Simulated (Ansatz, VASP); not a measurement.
**Two plane-wave programs on Fe**

File INCAR:

```
  ALGO = Normal
  EDIFF = 1E-6
  ENCUT = 520
  ISIF = 2
  ISMEAR = -1
  ISPIN = 2
  LASPH = T
  LCHARG = F
  LMAXMIX = 4
  LMIXTAU = T
  LORBIT = 11
  LREAL = F
  LWAVE = F
  MAGMOM = 3
  METAGGA = R2SCAN
  NELM = 120
  PREC = Accurate
  SIGMA = 0.05
```

KPOINTS

```
k-points
0
Gamma
  13 13 13
```

The input POSCAR:

```
Fe
1.0
   -1.4619890197      1.4619890197      1.4619890197
    1.4619890197     -1.4619890197      1.4619890197
    1.4619890197      1.4619890197     -1.4619890197
Fe
1
Direct
    0.0000000000      0.0000000000      0.0000000000
```

File input.yaml:

```yaml
crystal:
  lattice:
    - [-1.4619890197, 1.4619890197, 1.4619890197]
    - [1.4619890197, -1.4619890197, 1.4619890197]
    - [1.4619890197, 1.4619890197, -1.4619890197]
  atoms:
    - { symbol: Fe, position: [0.0, 0.0, 0.0], spin: 3.0 }
hamiltonian:
  xc: r2scan
  pseudopotentials: { kind: paw }
magnetization:
  spin_polarized: true
kpoints:
  mp_grid: { grid: [13, 13, 13] }
scf:
  occupations: { method: fermi_dirac, width: 0.05 }
output:
  forces: true
  stress: true
  eigenvalues: true
```

Change from the starting cell: volume scaled by 1.04.

Alike in both runs: task single point; functional r2SCAN; k mesh 13 × 13 × 13; occupations fermi-dirac, width 0.05 eV; collinear spin, ferromagnetic start.

```csv
,VASP,Ansatz
version,VASP 6.6.1,Ansatz 0.2.0
potentials or method,"VASP PAW PBE potentials, release 64 (Fe)",Ansatz PAW
plane-wave cutoff (eV),520,500
valence electrons in the cell,8,16
```

Ansatz gave:

- gap on the k mesh at the Fermi level (eV): none
- pressure (GPa): -10.3
- net moment per atom (μB): 2.67
- size of the moment on the site where the two differ most (μB): 2.84

Task: Which values does VASP return?

Result: gap on the k mesh at the Fermi level (eV): none; pressure (GPa): -10.6; net moment per atom (μB): 2.67; size of the moment on the site where the two differ most (μB): 2.76.

Site moments also hang on the region over which each program counts them. A gap of «none» marks a metal or a gap that the smearing closes. With one functional, cell and mesh, what is left measures potentials, basis and numerics. The two sets of potentials don't hold the same shells in valence.

Caveats: the PAW data sets were made with another functional, which shifts forces and pressure a little (VASP); the magnetic or orbital state may not be the lowest (Ansatz); the PAW data sets come from PBE, with cores solved anew for the run's functional, which leaves a small shift of forces and pressure (Ansatz).
